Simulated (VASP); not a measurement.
# Se (P3_121) in VASP: notebook

Runs on Se. Level: PBE. Tasks: single point.

All numbers are computed with VASP 6.6.1; they aren't measurements. Logs are shortened: lines on timing, memory, paths and dates and some standing lists are left out, and cuts for length are marked.

**1. Starting point**

The structure is trigonal, space group P3_121 (No. 152). The conventional cell has a = 4.366 Å, b = 4.366 Å, c = 4.954 Å, α = 90.00°, β = 90.00°, γ = 120.00°. Se (site symmetry 2) is surrounded by 2 Se at 2.37 Å.

**2. Single point, PBE, spin-orbit coupling, no magnetisation**

The input, INCAR:

```
SYSTEM = Se
PREC     = Accurate       ! precision mode
ENCUT    = 400            ! plane-wave cutoff, eV
EDIFF    = 1E-7           ! SCF threshold, eV
ISMEAR   = 0              ! smearing method
SIGMA    = 0.02           ! smearing width, eV
LREAL    = Auto         
LASPH    = .TRUE.         ! aspherical terms in the spheres
NELM     = 100            ! most SCF steps
ALGO     = Normal         ! electronic algorithm
ISIF     = 2              ! what is computed and relaxed
LWAVE    = .FALSE.        ! write WAVECAR
LCHARG   = .FALSE.        ! write CHGCAR
LNONCOLLINEAR= .TRUE.         ! non-collinear magnetism
MAGMOM   = 0 0 0 0 0 0 0 0 0 ! initial moments
LORBIT   = 11             ! projections on sites
LSORBIT  = .TRUE.         ! spin-orbit coupling
GGA_COMPAT= .FALSE.      
GGA      = PE             ! functional
NBANDS   = 34             ! bands
```

The input, KPOINTS:

```
regular mesh
0
G
  6 6 5
  0 0 0
```

The input, POSCAR:

```
Se
1.0
    4.3662000000      0.0000000000      0.0000000000
   -2.1831000000      3.7812401180      0.0000000000
    0.0000000000      0.0000000000      4.9536000000
Se
3
Direct
    0.7746000000      0.7746000000      0.0000000000
    0.0000000000      0.2254000000      0.6666666667
    0.2254000000      0.0000000000      0.3333333333
```

Potentials or basis: VASP PAW PBE potentials, release 64 (Se).

Run with:

```bash
$ cat potpaw_PBE.64/Se/POTCAR > POTCAR
$ mpirun -np 1 vasp_ncl > vasp.out
```

OUTCAR:

```text
SYSTEM = Se
   PREC = Accurate
   ENCUT = 400
   EDIFF = 1E-7
   ISMEAR = 0
   LREAL = Auto
   LASPH = .TRUE.
   NELM = 100
   ISIF = 2
   LNONCOLLINEAR = .TRUE.
   LORBIT = 11
   LSORBIT = .TRUE.
   GGA = PE

 Found     38 irreducible k-points:

 Following reciprocal coordinates:
            Coordinates               Weight
  0.000000  0.000000  0.000000      1.000000
  0.166667  0.000000  0.000000      6.000000
  0.333333  0.000000  0.000000      6.000000
  0.500000  0.000000  0.000000      3.000000
  0.166667  0.166667  0.000000      3.000000
 -0.166667 -0.166667  0.000000      3.000000
   k-points           NKPTS =     38   k-points in BZ     NKDIM =     38   number of bands    NBANDS=     34
   number of dos      NEDOS =    301   number of ions     NIONS =      3
   total plane-waves  NPLWV =  25088
   dimension x,y,z NGX =    28 NGY =   28 NGZ =   32
   dimension x,y,z NGXF=    56 NGYF=   56 NGZF=   64
   ions per type =               3
   NGX,Y,Z   is equivalent  to a cutoff of  10.66, 10.66, 10.74 a.u.
   NGXF,Y,Z  is equivalent  to a cutoff of  21.32, 21.32, 21.48 a.u.
 SYSTEM =  Se
   PREC   = accura    normal or accurate (medium, high low for compatibility)
   ISTART =      0    job   : 0-new  1-cont  2-samecut
   ICHARG =      2    charge: 1-file 2-atom 10-const
   ISPIN  =      1    spin polarized calculation?
   LNONCOLLINEAR =      T non collinear calculations
   LSORBIT =      T    spin-orbit coupling
   LASPH  =      T    aspherical Exc in radial PAW
   ENCUT  =  400.0 eV  29.40 Ry    5.42 a.u.   7.12  7.12  8.08*2*pi/ulx,y,z
   NELM   =    100;   NELMIN=  2; NELMDL= -5     # of ELM steps
   EDIFF  = 0.1E-06   stopping-criterion for ELM
   LREAL  =      T    real-space projection
   EDIFFG = 0.1E-05   stopping-criterion for IOM
   NSW    =      0    number of steps for IOM
   IBRION =     -1    ionic relax: 0-MD 1-quasi-New 2-CG
   NFREE  =      0    steps in history (QN), initial steepest desc. (CG)
   ISIF   =      2    stress and relaxation
   ISYM   =      2    0-nonsym 1-usesym 2-fastsym
   POTIM  = 0.5000    time-step for ionic-motion
   TEBEG  =    0.0;   TEEND  =   0.0 temperature during run
   PSTRESS=    0.0 pullay stress
   NELECT =      18.0000    total number of electrons
   NUPDOWN=      -1.0000    fix difference up-down
   EMIN   =  10.00;   EMAX   =-10.00  energy-range for DOS
   EFERMI =   0.00;   METHOD = LEGACY
   ISMEAR =     0;   SIGMA  =   0.02  broadening in eV -4-tet -1-fermi 0-gaus
   EFERMI_NEDOS =   21; number of points for ismear=-14 and -15
   IALGO  =     38    algorithm
   IMIX   =      4    mixing-type and parameters
     AMIX     =   0.40;   BMIX     =  1.00
     AMIX_MAG =   1.60;   BMIX_MAG =  1.00
  volume/ion in A,a.u.               =      27.26       183.96
  Fermi-wavevector in a.u.,A,eV,Ry     =   0.988430  1.867862 13.292817  0.976995
  Thomas-Fermi vector in A             =   2.119956
   LORBIT       =     11    0 simple, 1 ext, 2 COOP (PROOUT), +10 PAW based schemes
   GGA     = PE    functional components
   LHFCALC =     F    Hartree Fock is set to
   AEXX    =    0.0000 exact exchange contribution
   IVDW    =     0    specifies the selected vdW correction
   LEPSILON=     F    determine dielectric tensor
   LRPA    =     F    only Hartree local field effects (RPA)
 Gauss-broadening in eV      SIGMA  =   0.02
  energy-cutoff  :      400.00
  volume of cell :       81.78
 maximum number of plane-waves:      3018
   NGX = 15   NGY = 15   NGZ = 17

 number of electron      18.0000000 magnetization       0.0000000      0.0000000      0.0000000

 number of electron      18.0000000 magnetization      -0.0000000     -0.0000000     -0.0000000

 number of electron      18.0000000 magnetization      -0.0000000     -0.0000000      0.0000000

 number of electron      18.0000000 magnetization       0.0000000      0.0000000     -0.0000000

 Free energy of the ion-electron system (eV)
  ---------------------------------------------------
  ext. energy  EPLUGINS =         0.00000000
  ---------------------------------------------------
  free energy    TOTEN  =       -10.53736117 eV

  energy without entropy =      -10.53736117  energy(sigma->0) =      -10.53736117

 E-fermi :   2.7746     XC(G=0):  -8.8417

 val. band max:        2.6489353131   @ k =  -0.3333  -0.3333  -0.4000
 cond. band min:       3.8357397696   @ k =   0.0000   0.0000   0.4000
 fundamental gap:      1.1868044564
 Fermi energy:         2.7746204848

 k-point     1 :       0.0000    0.0000    0.0000
  band No.  band energies     occupation
      1     -13.1710      1.00000
      2     -13.1710      1.00000
      3      -9.0487      1.00000
      4      -9.0487      1.00000
      5      -9.0476      1.00000
      6      -9.0476      1.00000
[... 22 lines left out ...]
     29       9.1631      0.00000
     30       9.1631      0.00000

 k-point     2 :       0.1667    0.0000    0.0000
  band No.  band energies     occupation
      1     -13.0660      1.00000
      2     -13.0658      1.00000
      3      -9.1469      1.00000
      4      -9.1445      1.00000
      5      -9.0388      1.00000
      6      -9.0374      1.00000
[... 124 lines left out ...]
 k-point     6 :      -0.1667   -0.1667    0.0000
  band No.  band energies     occupation
      1     -12.8923      1.00000
      2     -12.8920      1.00000
      3      -9.2891      1.00000
      4      -9.2853      1.00000
      5      -9.0615      1.00000
      6      -9.0589      1.00000
[... 22 lines left out ...]
     29      10.7572      0.00000
     30      10.7644      0.00000

 [... further k-points ...]

 [bands above 30 left out]

------------------------ aborting loop because EDIFF is reached ----------------------------------------

  FORCE on cell =-STRESS in cart. coord.  units (eV):
  Direction    XX          YY          ZZ          XY          YZ          ZX
  --------------------------------------------------------------------------------------
  -------------------------------------------------------------------------------------
  Total        1.1884852      1.1884852      2.1468402      0.0000000      0.0000000     -0.0000000
  in kB       23.2833537     23.2833537     42.0582771      0.0000000      0.0000000     -0.0000000
  external PRESSURE =      29.5416615 kB  Pullay stress =       0.0000000 kB

 VOLUME and BASIS-vectors are now :
 -----------------------------------------------------------------------------
  energy-cutoff  :      400.00
  volume of cell :       81.78
      direct lattice vectors                 reciprocal lattice vectors
     4.366200000  0.000000000  0.000000000     0.229032110  0.132231751  0.000000000
    -2.183100000  3.781240118  0.000000000     0.000000000  0.264463501  0.000000000
     0.000000000  0.000000000  4.953600000     0.000000000  0.000000000  0.201873385

 POSITION                                       TOTAL-FORCE (eV/Angst)
 -----------------------------------------------------------------------------------
      1.69103      2.92895      0.00000        -0.223792     -0.387619     -0.000000
     -0.49207      0.85229      3.30240        -0.223792      0.387619     -0.000000
      0.98414      0.00000      1.65120         0.447584     -0.000000      0.000000
 -----------------------------------------------------------------------------------
    total drift:                               -0.000000     -0.000001      0.000000

  FREE ENERGIE OF THE ION-ELECTRON SYSTEM (eV)
  ---------------------------------------------------
  free  energy   TOTEN  =       -10.5373611687 eV

  energy  without entropy=      -10.5373611687  energy(sigma->0) =      -10.53736117

 Spin-Orbit-Coupling matrix elements

 Ion:    1  E_soc:     -0.0448722
 l=   1
     0.0000000    -0.0072489    -0.0074957
    -0.0072489     0.0000000    -0.0076927
    -0.0074957    -0.0076927     0.0000000
 l=   2
     0.0000000     0.0000015     0.0000000     0.0000001     0.0000026
     0.0000015     0.0000000    -0.0000029    -0.0000009     0.0000017
     0.0000000    -0.0000029     0.0000000    -0.0000010     0.0000000
     0.0000001    -0.0000009    -0.0000010     0.0000000     0.0000001
     0.0000026     0.0000017     0.0000000     0.0000001     0.0000000
 l=   3
     0.0000000     0.0000000     0.0000000     0.0000000     0.0000000     0.0000000     0.0000000
     0.0000000     0.0000000     0.0000000     0.0000000     0.0000000     0.0000000     0.0000000
     0.0000000     0.0000000     0.0000000     0.0000000     0.0000000     0.0000000     0.0000000
     0.0000000     0.0000000     0.0000000     0.0000000     0.0000000     0.0000000     0.0000000
     0.0000000     0.0000000     0.0000000     0.0000000     0.0000000     0.0000000     0.0000000
     0.0000000     0.0000000     0.0000000     0.0000000     0.0000000     0.0000000     0.0000000
     0.0000000     0.0000000     0.0000000     0.0000000     0.0000000     0.0000000     0.0000000

 Ion:    2  E_soc:     -0.0448722
 l=   1
     0.0000000    -0.0072489    -0.0074957
    -0.0072489     0.0000000    -0.0076927
    -0.0074957    -0.0076927     0.0000000
 l=   2
     0.0000000     0.0000015     0.0000000     0.0000001     0.0000026
     0.0000015     0.0000000    -0.0000029    -0.0000009     0.0000017
     0.0000000    -0.0000029     0.0000000    -0.0000010     0.0000000
     0.0000001    -0.0000009    -0.0000010     0.0000000     0.0000001
     0.0000026     0.0000017     0.0000000     0.0000001     0.0000000
 l=   3
     0.0000000     0.0000000     0.0000000     0.0000000     0.0000000     0.0000000     0.0000000
     0.0000000     0.0000000     0.0000000     0.0000000     0.0000000     0.0000000     0.0000000
     0.0000000     0.0000000     0.0000000     0.0000000     0.0000000     0.0000000     0.0000000
     0.0000000     0.0000000     0.0000000     0.0000000     0.0000000     0.0000000     0.0000000
     0.0000000     0.0000000     0.0000000     0.0000000     0.0000000     0.0000000     0.0000000
     0.0000000     0.0000000     0.0000000     0.0000000     0.0000000     0.0000000     0.0000000
     0.0000000     0.0000000     0.0000000     0.0000000     0.0000000     0.0000000     0.0000000

 Ion:    3  E_soc:     -0.0448722
 l=   1
     0.0000000    -0.0079146    -0.0074957
    -0.0079146     0.0000000    -0.0070270
    -0.0074957    -0.0070270     0.0000000
 l=   2
     0.0000000    -0.0000005     0.0000000     0.0000023     0.0000026
    -0.0000005     0.0000000    -0.0000001    -0.0000009    -0.0000008
     0.0000000    -0.0000001     0.0000000    -0.0000038     0.0000000
     0.0000023    -0.0000009    -0.0000038     0.0000000     0.0000024
     0.0000026    -0.0000008     0.0000000     0.0000024     0.0000000
 l=   3
     0.0000000     0.0000000     0.0000000     0.0000000     0.0000000     0.0000000     0.0000000
     0.0000000     0.0000000     0.0000000     0.0000000     0.0000000     0.0000000     0.0000000
     0.0000000     0.0000000     0.0000000     0.0000000     0.0000000     0.0000000     0.0000000
     0.0000000     0.0000000     0.0000000     0.0000000     0.0000000     0.0000000     0.0000000
     0.0000000     0.0000000     0.0000000     0.0000000     0.0000000     0.0000000     0.0000000
     0.0000000     0.0000000     0.0000000     0.0000000     0.0000000     0.0000000     0.0000000
     0.0000000     0.0000000     0.0000000     0.0000000     0.0000000     0.0000000     0.0000000

 total charge

# of ion       s       p       d       tot
------------------------------------------
    1        1.512   2.184   0.058   3.754
    2        1.512   2.184   0.058   3.754
    3        1.512   2.184   0.058   3.754
--------------------------------------------------
tot          4.537   6.552   0.174  11.263

 magnetization (x)

# of ion       s       p       d       tot
------------------------------------------
    1        0.000  -0.000  -0.000  -0.000
    2        0.000  -0.000  -0.000  -0.000
    3       -0.000   0.000   0.000   0.000
--------------------------------------------------
tot         -0.000  -0.000  -0.000  -0.000

 magnetization (y)

# of ion       s       p       d       tot
------------------------------------------
    1        0.000  -0.000  -0.000  -0.000
    2       -0.000   0.000   0.000   0.000
    3        0.000  -0.000  -0.000  -0.000
--------------------------------------------------
tot         -0.000  -0.000  -0.000  -0.000

 magnetization (z)

# of ion       s       p       d       tot
------------------------------------------
    1        0.000   0.000  -0.000  -0.000
    2        0.000   0.000   0.000   0.000
    3        0.000   0.000  -0.000  -0.000
--------------------------------------------------
tot          0.000   0.000  -0.000  -0.000
```

Wall time 3.7 min (1 thread of Intel Xeon Platinum 8259CL at 2.50GHz (Skylake/Cascade Lake), shared host); peak memory 0.3 GiB.

The run converged, but some of its settings lie outside the range that counts as converged, so its numbers aren't taken as properties of the crystal.

Results:

| Item | Value |
| --- | --- |
| Free energy | -10.5374 eV |
| Pressure | 3.0 GPa |
| Largest force | 0.448 eV/Å |
| Valence electrons inside the program's atomic spheres | Se 3.75 |

**3. Single point, PBE, spin-orbit coupling, no magnetisation**

Edit INCAR of step 2 so:

```diff
@@ -5,4 +5,4 @@
 ISMEAR   = 0              ! smearing method
-SIGMA    = 0.02           ! smearing width, eV
-LREAL    = Auto         
+SIGMA    = 0.2            ! smearing width, eV
+LREAL    = .FALSE.        ! projectors in reciprocal space
 LASPH    = .TRUE.         ! aspherical terms in the spheres
```

KPOINTS is that of step 2.

POSCAR is that of step 2.

Potentials or basis: VASP PAW PBE potentials, release 64 (Se).

Run with:

```bash
$ cat potpaw_PBE.64/Se/POTCAR > POTCAR
$ mpirun -np 1 vasp_ncl > vasp.out
```

It took 2.2 min on 1 thread of Intel Xeon Platinum 8259CL at 2.50GHz (Skylake/Cascade Lake), shared host; peak memory 0.31 GiB.

These settings aren't checked as converged: the numbers below hold their error.

What came out:

* Free energy: -10.5363 eV
* Pressure: 3.0 GPa
* Largest force: 0.448 eV/Å
* Valence electrons inside the program's atomic spheres: Se 3.75

**4. Single point, PBE, spin-orbit coupling, no magnetisation**

Edit INCAR of step 3 so:

```diff
@@ -2,6 +2,6 @@
 PREC     = Accurate       ! precision mode
-ENCUT    = 400            ! plane-wave cutoff, eV
+ENCUT    = 460            ! plane-wave cutoff, eV
 EDIFF    = 1E-7           ! SCF threshold, eV
 ISMEAR   = 0              ! smearing method
-SIGMA    = 0.2            ! smearing width, eV
+SIGMA    = 0.02           ! smearing width, eV
 LREAL    = .FALSE.        ! projectors in reciprocal space
```

KPOINTS is that of step 3.

POSCAR is that of step 3.

Run with:

```bash
$ cat potpaw_PBE.64/Se/POTCAR > POTCAR
$ mpirun -np 1 vasp_ncl > vasp.out
```

It took 4.5 min on 1 thread of Intel Xeon Platinum 8259CL at 2.50GHz (Skylake/Cascade Lake), shared host; peak memory 0.37 GiB.

These settings aren't checked as converged: the numbers below hold their error.

What came out:

```yaml
Free_energy: -10.5369 eV
Pressure: 3.0 GPa
Largest_force: 0.447 eV/Å
Valence_electrons_inside_the_program's_atomic_spheres: Se 3.75
```
